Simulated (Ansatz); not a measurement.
The system is Pd.

```xyz
1
Lattice="0.0000 1.9465 1.9465 1.9465 0.0000 1.9465 1.9465 1.9465 0.0000" Properties=species:S:1:pos:R:3 pbc="T T T"
Pd    0.0000    0.0000    0.0000
```

- Program: Ansatz 0.2.0
- Task: relaxation of cell and atoms
- Functional: PBE
- Potentials or basis: Ansatz PAW
- Cutoff: 420 eV (not typed: the program's choice for these potentials)
- k mesh: 12 × 12 × 12
- Occupations: fermi-dirac, width 0.05 eV
- Spin: no spin polarisation

At the start: volume 14.75 Å³/atom.

Where does the relaxation end?

It ends after 5 steps and the volume is 15.32 Å³/atom (+3.8 %); space group Fm-3m (No. 225, to 0.05 Å).

The path:
```
step  energy change (eV)  largest force (eV/Å)  volume (Å³)
   1              0.0000                0.0000        14.75
   2             -0.0070                0.0000        15.68
   3             -0.0115                0.0000        15.34
   4             -0.0115                0.0000        15.32
   5             -0.0117                0.0000        15.32
```

Final structure:
```cif
data_structure
_symmetry_space_group_name_H-M 'P 1'
_symmetry_Int_Tables_number 1
_cell_length_a 2.7875
_cell_length_b 2.7875
_cell_length_c 2.7875
_cell_angle_alpha 60.000
_cell_angle_beta 60.000
_cell_angle_gamma 60.000
_cell_volume 15.32
loop_
_atom_site_label
_atom_site_type_symbol
_atom_site_fract_x
_atom_site_fract_y
_atom_site_fract_z
_atom_site_occupancy
Pd1 Pd 0.00000 0.00000 0.00000 1
```

Caveat: the plane-wave basis is chosen anew once the cell has moved, so the energies of steps on either side of that aren't comparable.
